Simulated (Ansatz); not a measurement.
# Calculated ¹⁷O NMR of the central transition for SiO2

Cell: a computed structure from the Materials Project (it need not be an observed phase), atoms as given.

Space group I-42m (No. 121); a = 9.1596, c = 8.2312 Å.

| site | Wyckoff | site symmetry | x | y | z |
| --- | --- | --- | --- | --- | --- |
| Si | 16j | 1 | 0.7949 | 0.4372 | 0.3183 |
| O9 | 8f | .2. | 0.0000 | 0.2833 | 0.0000 |
| O10 | 8i | ..m | 0.8546 | 0.1454 | 0.7713 |
| O11 | 16j | 1 | 0.9302 | 0.3231 | 0.3076 |

One atom of each set is listed; the run and its k-mesh use a cell of 24 atoms with edges of 7.67, 7.67, 7.67 Å.

Computed with Ansatz: DFT, r2SCAN, plane waves and PAW, scalar-relativistic, 500 eV cutoff, Γ-centred 4×4×4 k-points, Fermi–Dirac smearing 0.02 eV.

¹⁷O has I = 5/2 and Q = -25.58 mb (Pyykkö 2018); at 11.7 T its Larmor frequency is ν₀ = 67.6 MHz. Only the quadrupole interaction is simulated: positions count from each site's isotropic chemical shift, and J coupling is left out, as are shift anisotropy and dipolar coupling, which fast spinning averages.

Problem. Give C_Q, η, the quadrupolar product P_Q = |C_Q|(1 + η²/3)^½, the second-order isotropic shift and the breadth of the pattern (fast magic-angle spinning) for each O site.

Solution. 

```tsv
site	first shell	C_Q (MHz)	η	P_Q (MHz)	δ_QIS (ppm)	breadth (kHz)
O9	2 Si at 1.61 Å, angle 172°	-6.16	0.03	6.16	-49.9	7.29
O10	2 Si at 1.61 Å, angle 138°	-5.53	0.31	5.61	-41.4	6.43
O11	2 Si at 1.62 Å, angle 135°	-5.44	0.24	5.49	-39.6	6.08
```

δ_QIS = −(ν_Q²/30ν₀²)[I(I+1) − 3/4](1 + η²/3) × 10⁶ ppm with ν_Q = 3|C_Q|/[2I(2I−1)]; it falls as 1/B₀² in ppm, and the breadth as 1/B₀ in kHz.

At O10 and O11 V_zz runs parallel to the line that joins its two neighbours (within 1°) in each case. At O9 V_zz points along the line of its two bonds (within 1°).

Hardware: 1 thread of Arm Neoverse V1 (aarch64; 8 cores open to the job, memory cap 2.5 GiB, no GPU), a shared host with a load of 0.4 a core. Wall time 1.8 min, CPU time 1.8 min, peak memory 1.5 GiB.
